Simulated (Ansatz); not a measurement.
**WS2: response to strain**

WS2 is deformed so: equal xx and yy strain of +2 %. What stress and forces result, by LAPW, PAW and all-electron datasets made for the crystal?

Method: DFT PBEsol, scalar-relativistic, in Ansatz 0.2.0.

## Step 1: The structure to begin with

Symmetry: R3m, No. 160, trigonal system. Conventional cell: a = 3.158 Å, b = 3.158 Å, c = 18.490 Å, α = 90.00°, β = 90.00°, γ = 120.00°. Around W (site symmetry 3m) lie 6 S at 2.39 to 2.42 Å. S (site symmetry 3m) is surrounded by 3 W at 2.39 Å. S (site symmetry 3m) has 3 W at 2.42 Å in its first shell of neighbours.

As a file:

```
W S
1.0
     1.57900    0.91164    6.16333
    -1.57900    0.91164    6.16333
     0.00000   -1.82327    6.16333
W S
1 2
Direct
  0.00000 0.00000 0.00000
  0.75030 0.75030 0.75030
  0.58100 0.58100 0.58100
```

Atoms are numbered in the order of the input: W1, S2, S3.

## Step 2: After the deformation

Space group R3m before, R3m after.

## Step 3: All-electron LAPW

input.yaml reads:

```yaml
crystal:
  lattice:
    - [1.610580392, 0.9298690228, 6.16333]
    - [-1.610580392, 0.9298690228, 6.16333]
    - [0.0, -1.8597380457, 6.16333]
  atoms:
    - { symbol: W, position: [0.0, 0.0, 0.0] }
    - { symbol: S, position: [0.7503, 0.7503, 0.7503] }
    - { symbol: S, position: [0.581, 0.581, 0.581] }
kpoints:
  mp_grid: { grid: [15, 15, 15] }
  band_path:
    path:
      - [0.0, 0.0, 0.0]
      - [0.5, 0.5, 0.5]
      - [0.8181585864, 0.1818414136, 0.5]
      - [0.5, -0.1818414136, 0.1818414136]
      - [0.5, 0.0, 0.0]
      - [0.0, 0.0, 0.0]
      - [0.3409207068, -0.3409207068, 0.0]
      - [0.6590792932, 0.0, 0.3409207068]
      - [0.5, 0.0, 0.5]
    npoints: 5
scf:
  occupations: { method: fermi_dirac, width: 0.03 }
hamiltonian:
  xc: pbesol
  pseudopotentials: { kind: all_electron, lapw: { basis_error: 0.001 } }
output:
  forces: true
  stress: true
  eigenvalues: true
```

Launch:

```bash
$ ansatz run input.yaml --threads 1 --pin off --max-ram 4096MiB --backend cpu --events-out ev --progress --plain --runs-dir out
```

Standard output, shortened:

```text
LAPW: plane waves up to 8.583 Å⁻¹, error target 1.0e-3 eV per atom; small_component_spin mean_spin; S in spheres of 1.038 Å, 14 of its electrons in bands, Dirac shells []; W in spheres of 1.380 Å, 44 of its electrons in bands, Dirac shells []
[...]
Pseudopotentials: kind: all_electron
Pseudopotential: W, LAPW, valence charge 44, Koelling and Harmon's equation, gaussian nucleus
Pseudopotential: S, LAPW, valence charge 14, Koelling and Harmon's equation, gaussian nucleus
Functional definition: PBEsol
[...]
Crystal: 3 atoms, lattice volume = 55.382 Å³
Basis set: ecut = 280.6976546841324 eV, 611 PW (Γ), FFT grids on a1−a3, a2−a3, a3, exchange–correlation at level 2
Bands: 44, of which v1, the nominal top of the filled ones, is band 36 counted from 1 (35 counted from 0)
Symmetry: 6 space group operations
Space group: R3m (ITA 160), of the structure as read, at distance tolerance 3.8e-5 Å
k-points: 344 of 3375 (time reversal used)
[...]
SCF iter   1: F=—  HF=-460768.066926 eV  |F-HF|=—  |Δ(HF+E_count)|=         —  Δρ=3.65e-2  dr2=7.80e-1  ethr=1.08e-3  ⟨swp⟩=2.0  Hψ=97026  notcnv=0
[...]
the basis was enlarged: its passes take 583.9 KiB over the memory plan, 1 of 1 planned eigensolver slots
[...]
SCF iter  10: F=-460767.672220 eV  HF=-460767.672220 eV  |F-HF|=5.55e-8  |Δ(HF+E_count)|=   5.75e-8  Δρ=6.03e-6  dr2=2.47e-8  ethr=1.49e-10  ⟨swp⟩=3.0  Hψ=43810  notcnv=0
[...]
NSCF: frozen V_eff on 41 k-points
SCF converged after 10 iterations
Free energy (F): -460767.672220 eV
[...]
E sigma→0 (E₀):  -460767.672220 eV
Fermi energy:    13.997190 eV
[...]
--- Forces (eV/Å), atoms counted from 1 ---
  atom   1  W      0.00000000     0.00000000    -0.54543696
  atom   2  S     -0.00000000     0.00000000    -0.21352952
  atom   3  S     -0.00000000    -0.00000000     0.75893992
[...]
--- Stress (GPa, compression-positive) ---
       -7.705980       0.000000       0.000000
        0.000000      -7.705980      -0.000000
        0.000000      -0.000000      -3.910004
  P = ⅓ Tr σ = -6.4407 GPa (-64.407 kbar)
--- Band table (eV; the first three rows and the last of 344) ---
[...]
```

Wall time 3 min (1 thread of Intel Xeon 6975P-C (Granite Rapids), shared host); peak memory 1.4 GiB.

This run gives: pressure -6.44 GPa; gap 0.92 eV, indirect from T to S0–S2; largest force 0.759 eV/Å.

## Step 4: PAW on the default files

input.yaml reads:

```yaml
crystal:
  lattice:
    - [1.610580392, 0.9298690228, 6.16333]
    - [-1.610580392, 0.9298690228, 6.16333]
    - [0.0, -1.8597380457, 6.16333]
  atoms:
    - { symbol: W, position: [0.0, 0.0, 0.0] }
    - { symbol: S, position: [0.7503, 0.7503, 0.7503] }
    - { symbol: S, position: [0.581, 0.581, 0.581] }
kpoints:
  mp_grid: { grid: [15, 15, 15] }
scf:
  occupations: { method: fermi_dirac, width: 0.03 }
hamiltonian:
  xc: pbesol
  pseudopotentials: { kind: paw }
output:
  forces: true
  stress: true
  eigenvalues: true
  efg: { contact_densities: true }
```

Launch:

```bash
$ ansatz run input.yaml --threads 1 --pin off --max-ram 4096MiB --backend cpu --events-out ev --progress --plain --runs-dir out
```

Standard output, shortened:

```text
[...]
W: output.efg is read without spin–orbit coupling, which moves field gradients at and beside such atoms by some per cent and up to a factor of two; PAW files take it under magnetization.noncollinear and magnetization.spin_orbit
[...]
Pseudopotentials: kind: paw
Pseudopotential: W, paw, valence charge 14, recommended cutoff 420 eV (normal)
Pseudopotential: S, paw, valence charge 6, recommended cutoff 420 eV (normal)
[... 1 set-up line as earlier in the session ...]
[...]
Crystal: 3 atoms, lattice volume = 55.382 Å³
Basis set: ecut = 420 eV, 1071 PW (Γ), FFT grids on a1−a3, a2−a3, a3, exchange–correlation on 48×48×90 points (8 copies of the dense FFT grid, shifted against one another)
Bands: 17, of which v1, the nominal top of the filled ones, is band 13 counted from 1 (12 counted from 0)
[... 1 set-up line as earlier in the session ...]
[...]
--- Stress (GPa, compression-positive) ---
       -7.768023       0.000000       0.000000
        0.000000      -7.768023      -0.000000
       -0.000000      -0.000000      -3.949588
  P = ⅓ Tr σ = -6.4952 GPa (-64.952 kbar)
--- PAW observables at the nuclei: V_zz in 10²¹ V/m², potentials from the cell's mean, atoms counted from 1 ---
  atom   1  W  V_zz =   -17.740388   η = 0.0000   by run symmetry: allowed
            electrostatic potential = -14805.182666 V   contact ρ = 8810854.134843 e/Å³
  atom   2  S  V_zz =    -5.085277   η = 0.0000   by run symmetry: allowed
            electrostatic potential = -1637.692215 V   contact ρ = 19703.486855 e/Å³
  atom   3  S  V_zz =    -4.345110   η = 0.0000   by run symmetry: allowed
            electrostatic potential = -1637.664165 V   contact ρ = 19704.023614 e/Å³
--- Band table (eV; the first three rows and the last of 344) ---
  k-point 0: bands = ["-63.6132", "-27.8633", "-27.7396", "-27.7396", "-4.3792", "-2.4340", "3.5878", "7.4746", "7.4746", "8.6654", "8.6654", "9.6217", "9.9947", "13.0448", "13.0448", "13.4138", "13.4138"]
[...]
```

Wall time 15 s (1 thread of Intel Xeon 6975P-C (Granite Rapids), shared host); peak memory 0.7 GiB.

Read from it: pressure -6.50 GPa; gap on the k mesh 0.92 eV (an odd mesh misses the zone boundary); largest force 0.762 eV/Å; Vzz W1 -17.74 (η = 0.00), S2 -5.09 (η = 0.00), S3 -4.35 (η = 0.00) (10²¹ V/m²).

## Step 5: Datasets made for this crystal

Edit input.yaml of step 4 so:

```diff
@@ -15,3 +15,3 @@
   xc: pbesol
-  pseudopotentials: { kind: paw }
+  pseudopotentials: { kind: all_electron, datasets: crystal }
 output:
```

Launch:

```bash
$ ansatz run input.yaml --threads 1 --pin off --max-ram 4096MiB --backend cpu --events-out ev --progress --plain --runs-dir out
```

Standard output, shortened:

```text
[...]
band count auto-derived: 15 (N_el = 18.0; filled up to band 9; 13 by the electrons, moments and atoms)
W: output.efg is read without spin–orbit coupling, which moves field gradients at and beside such atoms by some per cent and up to a factor of two; PAW files take it under magnetization.noncollinear and magnetization.spin_orbit
[...]
[... 1 set-up line as earlier in the session ...]
Pseudopotential: W, paw, valence charge 28, recommended cutoff 340 eV (normal), Koelling and Harmon's equation, gaussian nucleus
Pseudopotential: S, paw, valence charge 6, recommended cutoff 340 eV (normal), Koelling and Harmon's equation, gaussian nucleus
[... 1 set-up line as earlier in the session ...]
[...]
Crystal: 3 atoms, lattice volume = 55.382 Å³
Basis set: ecut = 340 eV, 793 PW (Γ), FFT grids on a1−a3, a2−a3, a3, exchange–correlation on 40×40×80 points (8 copies of the dense FFT grid, shifted against one another)
[...]
       -7.711794       0.000000       0.000000
        0.000000      -7.711794      -0.000000
        0.000000      -0.000000      -3.914684
  P = ⅓ Tr σ = -6.4461 GPa (-64.461 kbar)
  It holds what live shells' own plane waves past their cutoff add
--- PAW observables at the nuclei: V_zz in 10²¹ V/m², potentials from the cell's mean, atoms counted from 1 ---
  atom   1  W  V_zz =   -17.434365   η = 0.0000   by run symmetry: allowed
            electrostatic potential = -14802.432305 V   contact ρ = 8806383.577145 e/Å³
  atom   2  S  V_zz =    -5.077451   η = 0.0000   by run symmetry: allowed
            electrostatic potential = -1636.240701 V   contact ρ = 19721.400956 e/Å³
  atom   3  S  V_zz =    -4.338825   η = 0.0000   by run symmetry: allowed
            electrostatic potential = -1636.227110 V   contact ρ = 19721.938166 e/Å³
--- Band table (eV; the first three rows and the last of 344) ---
  k-point 0: bands = ["-1.8883", "0.0567", "6.0735", "9.9653", "9.9653", "11.1560", "11.1560", "12.1079", "12.4825", "15.5335", "15.5335", "15.9021", "15.9021"]
[...]
```

Wall time 59 s (1 thread of Intel Xeon 6975P-C (Granite Rapids), shared host); peak memory 1.7 GiB.

Read from it: pressure -6.45 GPa; gap on the k mesh 0.93 eV (an odd mesh misses the zone boundary); largest force 0.759 eV/Å; Vzz W1 -17.43 (η = 0.00), S2 -5.08 (η = 0.00), S3 -4.34 (η = 0.00) (10²¹ V/m²).

## Step 6: Side by side

Stress (GPa, compression positive):

```
          method     xx     yy     zz    yz    xz    xy
            LAPW  -7.71  -7.71  -3.91  0.00  0.00  0.00
             PAW  -7.77  -7.77  -3.95  0.00  0.00  0.00
crystal datasets  -7.71  -7.71  -3.91  0.00  0.00  0.00
```

Forces (eV/Å):

| atom | LAPW x | LAPW y | LAPW z | PAW x | PAW y | PAW z | crystal datasets x | crystal datasets y | crystal datasets z |
| --- | --- | --- | --- | --- | --- | --- | --- | --- | --- |
| W1 | 0.000 | 0.000 | -0.545 | 0.000 | 0.000 | -0.545 | 0.000 | 0.000 | -0.545 |
| S2 | 0.000 | 0.000 | -0.214 | 0.000 | 0.000 | -0.217 | 0.000 | 0.000 | -0.213 |
| S3 | 0.000 | 0.000 | 0.759 | 0.000 | 0.000 | 0.762 | 0.000 | 0.000 | 0.759 |

| method | pressure (GPa) | gap on the k mesh (eV) | largest force (eV/Å) | Vzz W1 (10²¹ V/m²) | Vzz S2 (10²¹ V/m²) | Vzz S3 (10²¹ V/m²) | SCF cycles, by the record's count |
| --- | --- | --- | --- | --- | --- | --- | --- |
| LAPW | -6.44 | 0.93 | 0.759 | – | – | – | 10 |
| PAW | -6.50 | 0.92 | 0.762 | -17.74 | -5.09 | -4.35 | 8 |
| crystal datasets | -6.45 | 0.93 | 0.759 | -17.43 | -5.08 | -4.34 | 11 |

## Step 7: Outcome

| quantity | value |
| --- | --- |
| pressure | LAPW -6.44, PAW -6.50, crystal datasets -6.45 GPa |
| largest shear or deviatoric stress (LAPW) | 2.53 GPa |

What this shows: The largest part of the stress beyond the pressure is 2.53 GPa in size, in the zz component; the atoms are carried along and not relaxed. No run of the undeformed cell stands beside it, so pressure and stress hold what the given cell had before the change, as far as its symmetry allows. PAW: stress within 0.07 GPa of LAPW, forces within 4 meV/Å. Crystal datasets: stress within 0.01 GPa of LAPW, forces within 1 meV/Å. Spin-orbit coupling is left out, though the cell holds W; in elements this heavy it can shift bands and gaps by tenths of an eV.
